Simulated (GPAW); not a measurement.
# CuO (Pmmm) in GPAW: a series of runs

Runs on CuO. Level: PBE. Tasks: single point.

Everything below comes from runs of GPAW 26.7.0. Logs are shortened: lines on timing, memory, paths and dates and some standing lists are left out, and cuts for length are marked. The log counts tension as positive stress, the text compression.

**1. The structure**

It takes space group Pmmm (No. 47, orthorhombic). Conventional cell: a = 3.888 Å, b = 3.911 Å, c = 4.161 Å, α = 90.00°, β = 90.00°, γ = 90.00°. Cu (site symmetry mmm) has 4 O at 1.94 to 1.96 Å as nearest neighbours. Cu (site symmetry mmm) has 4 O at 1.94 to 2.08 Å as nearest neighbours. Cu (site symmetry mmm) has 6 O at 1.94 to 2.08 Å as nearest neighbours. O (site symmetry mmm) has 6 Cu at 1.94 to 2.08 Å as nearest neighbours. O (site symmetry mmm) has 4 Cu at 1.94 to 1.96 Å as nearest neighbours. O (site symmetry mmm) has 4 Cu at 1.94 to 2.08 Å as nearest neighbours.

The cell comes from a database or a generator and needn't be the stable form of this composition.

**2. Single point, PBE, 10.54 Å³/atom**

Contents of run.py:

```python
from ase.dft.bandgap import bandgap
from ase.io import read, write
from ase.units import Bohr, GPa
from gpaw import GPAW, PW
from gpaw.elf import elf_from_dft_calculation

atoms = read('POSCAR')

calc = GPAW(mode=PW(800),
            xc='PBE',
            kpts={'size': (4, 4, 5), 'gamma': True},
            occupations={'name': 'fermi-dirac', 'width': 0.05},
            nbands=47,
            convergence={'density': 1e-05, 'energy': 1e-05},
            maxiter=150,
            txt='gpaw.txt')
atoms.calc = calc
energy = atoms.get_potential_energy()
forces = atoms.get_forces()
stress = atoms.get_stress()
calc.write('gs.gpw')
write('result.traj', atoms)
print(f'Energy: {energy:.6f} eV')
print('Forces (eV/A):')
print(forces.round(4))
print('Stress (GPa):', (stress / GPa).round(3))
print('Fermi level:', round(calc.get_fermi_level(), 4), 'eV')
print(f'Gap: {bandgap(calc)[0]:.4f} eV, direct: {bandgap(calc, direct=True)[0]:.4f} eV')

# fields on the real-space grid
write('density.cube', atoms, data=calc.get_pseudo_density() * Bohr**3)
write('potential.cube', atoms, data=calc.get_electrostatic_potential())
write('elf.cube', atoms, data=elf_from_dft_calculation(calc).data)
```

Contents of POSCAR:

```
CuO
1.0
    3.9112807800      0.0000000000      0.0000000000
    0.0000000000      4.1609370000      0.0000000000
    0.0000000000      0.0000000000      3.8876430000
Cu O
3 3
Direct
    0.5000000000      0.0000000000      0.5000000000
    0.0000000000      0.5000000000      0.5000000000
    0.0000000000      0.0000000000      0.0000000000
    0.0000000000      0.0000000000      0.5000000000
    0.5000000000      0.0000000000      0.0000000000
    0.0000000000      0.5000000000      0.0000000000
```

Potentials or basis: GPAW PAW data sets (gpaw-data 1.2.1), pw.

On the command line:

```sh
$ OMP_NUM_THREADS=1 python run.py
```

gpaw.txt:

```text
__  _  _
 | _ |_)|_||  |
 |__||  | ||/\| - 26.7.0

Input parameters:
  mode=PW(ecut=800.0),
  convergence={'density': 1e-05, 'energy': 1e-05},
  kpts=MonkhorstPack(size=(4, 4, 5), gamma=True),
  maxiter=150,
  nbands=47,
  occupations=Occupations(name='fermi-dirac', width=0.05),
  xc=XC(name='PBE')

Diagonalizing LCAO Hamiltonian
Converting LCAO to pw mode
    .---------.
   /|         |
  / |         |
 *  |         |
 | Cu         |
 O  .-Cu------.
 | O         /
 |/         /
 Cu---O----*

Atoms  # Å, Bohr magnetons
|   | symbol |        x |        y |        z |    initial magnetic moments |
|---|--------|----------|----------|----------|-----------------------------|
| 0 |     Cu | 1.955640 | 0.000000 | 1.943822 | ( 0.0000,  0.0000,  0.0000) |
| 1 |     Cu | 0.000000 | 2.080468 | 1.943822 | ( 0.0000,  0.0000,  0.0000) |
| 2 |     Cu | 0.000000 | 0.000000 | 0.000000 | ( 0.0000,  0.0000,  0.0000) |
| 3 |      O | 0.000000 | 0.000000 | 1.943822 | ( 0.0000,  0.0000,  0.0000) |
| 4 |      O | 1.955640 | 0.000000 | 0.000000 | ( 0.0000,  0.0000,  0.0000) |
| 5 |      O | 0.000000 | 2.080468 | 0.000000 | ( 0.0000,  0.0000,  0.0000) |

Unit cell  # Å
| periodic |        x |        y |        z |  lengths |    angles |
|----------|----------|----------|----------|----------|-----------|
|      yes | 3.911281 | 0.000000 | 0.000000 | 3.911281 | 90.000000 |
|      yes | 0.000000 | 4.160937 | 0.000000 | 4.160937 | 90.000000 |
|      yes | 0.000000 | 0.000000 | 3.887643 | 3.887643 | 90.000000 |

Number of symmetries: 8
Symmetry operations  # r_c * U_cc + t_c -> r_c
|   | kind |            matrix            |
|---|------|------------------------------|
| 0 |  E   |  1, 0, 0,  0, 1, 0,  0, 0, 1 |
| 1 |  σ   |  1, 0, 0,  0, 1, 0,  0, 0,-1 |
| 2 |  σ   |  1, 0, 0,  0,-1, 0,  0, 0, 1 |
| 3 |  C2  |  1, 0, 0,  0,-1, 0,  0, 0,-1 |
| 4 |  σ   | -1, 0, 0,  0, 1, 0,  0, 0, 1 |
| 5 |  C2  | -1, 0, 0,  0, 1, 0,  0, 0,-1 |
| 6 |  C2  | -1, 0, 0,  0,-1, 0,  0, 0, 1 |
| 7 |  i   | -1, 0, 0,  0,-1, 0,  0, 0,-1 |

BZ-sampling:
  Number of BZ points: 80
  Number of IBZ points: 27

  Monkhorst-Pack size: [4, 4, 5]
  Monkhorst-Pack shift: [0.125, 0.125, 0.0]

K-points  # in reciprocal-cell coordinates
|     |                                coordinates |     weight |
|-----|--------------------------------------------|------------|
|   0 | (  0.00000000,   0.00000000,   0.00000000) | 0.01250000 |
|   1 | (  0.00000000,   0.00000000,   0.20000000) | 0.02500000 |
|   2 | (  0.00000000,   0.00000000,   0.40000000) | 0.02500000 |
|   3 | (  0.00000000,   0.25000000,   0.00000000) | 0.02500000 |
|   4 | (  0.00000000,   0.25000000,   0.20000000) | 0.05000000 |
|   5 | (  0.00000000,   0.25000000,   0.40000000) | 0.05000000 |
|   6 | (  0.00000000,   0.50000000,   0.00000000) | 0.01250000 |
|   7 | (  0.00000000,   0.50000000,   0.20000000) | 0.02500000 |
|   8 | (  0.00000000,   0.50000000,   0.40000000) | 0.02500000 |
|   9 | (  0.25000000,   0.00000000,   0.00000000) | 0.02500000 |
| ... |                                            |            |
|  26 | (  0.50000000,   0.50000000,   0.40000000) | 0.02500000 |

Plane wave coefficients: 3270
Cutoff: 800.0 eV

Spin-components: 1 (collinear spins)
Bands:           47
Projectors:      33
Spin-degeneracy: 2
Datatype:        complex128

Parallelization:
  kpt:    1
  domain: 1
  band:   1

Density:
  Valence electrons: 51.0
  Components: 1
  Grid points: [27 28 27]
  Charge: 0.0  # |e|

Potential:
  Grid points: [27 28 27]

species:
  Cu:
    name:    Copper
    Z:       29.0
    valence: 11
    core:    18
    charge:  0.0  # [|e|]
    compensation charges:
      type: gauss
      rc: 0.33  # [Å]
      lmax: 2
    cutoffs:
      filter: 2.06  # [Å]
      core: 2.43  # [Å]
    projectors
    | kind |    occ | energy [eV] | rcut [Å] |
    |------|--------|-------------|----------|
    |   4s |  1.000 |      -4.609 |    1.164 |
    |   4p |  0.000 |      -0.698 |    1.164 |
    |   3d | 10.000 |      -5.039 |    1.058 |
    |    s |        |      22.603 |    1.164 |
    |    p |        |      26.513 |    1.164 |
    |    d |        |      22.172 |    1.058 |

    Using partial waves for Cu as LCAO basis

  O:
    name:    Oxygen
    Z:       8.0
    valence: 6
    core:    2
    charge:  0.0  # [|e|]
    compensation charges:
      type: gauss
      rc: 0.21  # [Å]
      lmax: 2
    cutoffs:
      filter: 1.17  # [Å]
      core: 0.83  # [Å]
    projectors
    | kind |    occ | energy [eV] | rcut [Å] |
    |------|--------|-------------|----------|
    |   2s |  2.000 |     -23.961 |    0.688 |
    |   2p |  4.000 |      -9.029 |    0.598 |
    |    s |        |       3.251 |    0.688 |
    |    p |        |      18.182 |    0.598 |
    |    d |        |       0.000 |    0.619 |

    Using partial waves for O as LCAO basis

Reference energy: -141186.912427  # eV

eigensolver:
  PPCG
  Converge bands: occupied
  niter=2

density mixing:
  MSR1-Mixer
  Pratt-step length: 0.05
  Maximum mixing coefficient: 0.75
  Old densities: 10
  SVD Regularization: 0.005
  Good broyden scale: 1.0
  Trust region scale: 1.0
  Backstep threshold: 4.0
  History deletion threshold: 6.0
  Fourier metric: weight=20.0, sigma=0.015

occupation numbers:
  Fermi-Dirac:
    width: 0.0500  # eV

poisson solver:
  ecut: 6400.0  # eV

xc functional:
  name: PBE with 2 nearest neighbor stencil

convergence criteria:
[... 6 lines left out ...]
|iter     | |      energy | eigst |  dens |
|---------|-|-------------|-------|-------|
|iter:   1| |  -37.744142 | +0.48 |       |
|iter:   2| |  -34.057261 | -1.39 | -0.89 |
|iter:   3| |  -31.067979 | -0.79 | -0.97 |
|iter:   4| |  -28.759447 | -1.85 | -1.16 |
|iter:   5| |  -28.231690 | -2.14 | -1.39 |
|iter:   6| |  -28.085997 | -2.99 | -1.55 |
|iter:   7| |  -28.026519 | -3.36 | -1.71 |
|iter:   8| |  -28.004965 | -3.62 | -2.02 |
|iter:   9| |  -28.004282 | -4.32 | -2.46 |
|iter:  10| |  -28.003892 | -5.10 | -2.80 |
|iter:  11| |  -28.003934c| -5.37 | -2.99 |
|iter:  12| |  -28.003905c| -6.38 | -3.39 |
|iter:  13| |  -28.003859c| -7.22 | -3.99 |
|iter:  14| |  -28.003881c| -7.89c| -4.20 |
|iter:  15| |  -28.003885c| -8.35c| -4.75 |
|iter:  16| |  -28.003878c| -8.64c| -4.75 |
|iter:  17| |  -28.003879c| -9.34c| -5.57c|

Converged in 17 steps
Energy contributions relative to reference atoms: (reference = -141186.912427)

Energy contributions:
  Kinetic:          11.937931
  Coulomb:         -16.716709
  Zero:              0.939365
  External:          0.000000
  Xc:              -24.146683
  Entropy:          -0.035566
  Spinorbit:         0.000000
  ----------------------------
  Free energy:     -28.021662
  Extrapolated:    -28.003879

dipole moment: (-38.926516, -41.431318, -30.314993)  # |e|*Ang

Fermi level: 5.761
Eigenvalues  # (at kpt = [0.000, 0.000, 0.000])
| band index |      eig [eV] | occ [0-2] |
|------------|---------------|-----------|
|          0 |       -14.650 |     2.000 |
|        ... |               |           |
|         19 |         3.697 |     2.000 |
|         20 |         3.699 |     2.000 |
|         21 |         3.821 |     2.000 |
|         22 |         3.996 |     2.000 |
|         23 |         4.078 |     2.000 |
|         24 |         4.133 |     2.000 |
[... 8 lines left out ...]
|         33 |        17.354 |     0.000 |
|         34 |        19.620 |     0.000 |
|        ... |               |           |
|         46 |        27.910 |     0.000 |

No gap
No difference between direct/indirect transitions

Forces  # eV/Ang
|        x |       y |       z |
|----------|---------|---------|
| -0.00000 | 0.00000 | 0.00000 |  # Cu   0
|  0.00000 | 0.00000 | 0.00000 |  # Cu   1
| -0.00000 | 0.00000 | 0.00000 |  # Cu   2
| -0.00000 | 0.00000 | 0.00000 |  # O    3
| -0.00000 | 0.00000 | 0.00000 |  # O    4
| -0.00000 | 0.00000 | 0.00000 |  # O    5

Stress tensor  # eV/Ang^3
|         x |         y |         z |
|-----------|-----------|-----------|
| -0.111636 |  0.000000 |  0.000000 |
|  0.000000 | -0.050383 |  0.000000 |
|  0.000000 |  0.000000 | -0.084261 |

# Writing to gs.gpw (mode='')
```

It took 2.4 min on 1 thread of Arm Neoverse V1, shared host; peak memory 0.25 GiB.

What came out:

```yaml
Free_energy: -28.0217 eV
Pressure: 13.2 GPa
Band_gap_on_the_k_mesh: none (metal or under the smearing width)
```

Caveat: the k mesh is coarse (spacing up to 0.40 Å⁻¹), so the values aren't converged; with this Cu data set, volumes or pressures lay over 1.5 % or 2 GPa off other programs in two to four cells of ten; the density grid can change from cell to cell, which puts small steps into energies and stress; an odd number of electrons without spin polarisation forces a metal; a magnetic or distorted state may lie lower; the run has no spin polarisation, though such a crystal can be magnetic; semilocal functionals often make such compounds metallic where correlation or magnetic order opens a gap, which also shifts bond lengths.

**3. Single point, PBE, 10.77 Å³/atom**

Edit run.py of step 2 so:

```diff
@@ -2,5 +2,4 @@
 from ase.io import read, write
-from ase.units import Bohr, GPa
+from ase.units import GPa
 from gpaw import GPAW, PW
-from gpaw.elf import elf_from_dft_calculation
 
@@ -28,6 +27 @@
 print(f'Gap: {bandgap(calc)[0]:.4f} eV, direct: {bandgap(calc, direct=True)[0]:.4f} eV')
-
-# fields on the real-space grid
-write('density.cube', atoms, data=calc.get_pseudo_density() * Bohr**3)
-write('potential.cube', atoms, data=calc.get_electrostatic_potential())
-write('elf.cube', atoms, data=elf_from_dft_calculation(calc).data)
```

Edit POSCAR of step 2 so:

```diff
@@ -2,3 +2,3 @@
 1.0
-    3.9112807800      0.0000000000      0.0000000000
+    3.9944995200      0.0000000000      0.0000000000
     0.0000000000      4.1609370000      0.0000000000
```

Potentials or basis: GPAW PAW data sets (gpaw-data 1.2.1), pw.

On the command line:

```sh
$ OMP_NUM_THREADS=1 python run.py
```

It took 2.2 min on 1 thread of Arm Neoverse V1, shared host; peak memory 0.25 GiB.

Results (log left out):

```yaml
Free_energy: -28.1510 eV
Pressure: 9.4 GPa
Band_gap_on_the_k_mesh: none (metal or under the smearing width)
```

Caveat: the k mesh is coarse (spacing up to 0.39 Å⁻¹), so the values aren't converged; with this Cu data set, volumes or pressures lay over 1.5 % or 2 GPa off other programs in two to four cells of ten; the density grid can change from cell to cell, which puts small steps into energies and stress; an odd number of electrons without spin polarisation forces a metal; a magnetic or distorted state may lie lower; the run has no spin polarisation, though such a crystal can be magnetic; semilocal functionals often make such compounds metallic where correlation or magnetic order opens a gap, which also shifts bond lengths.
